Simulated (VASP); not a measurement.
AgCl, 2 atoms in the cell. It takes space group I4/mmm (No. 139, tetragonal). Conventional cell: a = 3.883 Å, b = 3.883 Å, c = 5.546 Å, α = 90.00°, β = 90.00°, γ = 90.00°. Around Ag (site symmetry 4/mmm) lie 6 Cl at 2.75 to 2.77 Å. Around Cl (site symmetry 4/mmm) lie 6 Ag at 2.75 to 2.77 Å.  The cell isn't the ideal one: x and y stretched by -1 %, z held, PAW files.

| Property | Result |
| --- | --- |
| Program | VASP 6.6.1 |
| Task | electric field gradients |
| Functional | PBE |
| Potentials or basis | VASP PAW PBE potentials, release 64 (Ag, Cl) |
| Cutoff | 520 eV |
| k mesh | 8 × 8 × 8 |
| Occupations | fermi-dirac, width 0.02 eV |
| Spin | no spin polarisation |
| Dipole correction | no |
| Further INCAR settings | ALGO = Normal; EDIFF = 1e-08; NBANDS = 16 |

Potentials or basis: VASP PAW PBE potentials, release 64 (Ag, Cl).

Command:

```sh
$ cat potpaw_PBE.64/Ag/POTCAR potpaw_PBE.64/Cl/POTCAR > POTCAR
$ mpirun -np 1 vasp_std > vasp.out
```

Hardware: 1 thread of Intel(R) Xeon(R) 6975P-C (Granite Rapids), on a shared host.

**Question.** How long does it take, and how much memory?

**Answer.** Run time: 25 s on 1 thread of Intel(R) Xeon(R) 6975P-C (Granite Rapids), on a shared host, peak memory 0.19 GiB. Counts: scf iterations 15, k points 59.
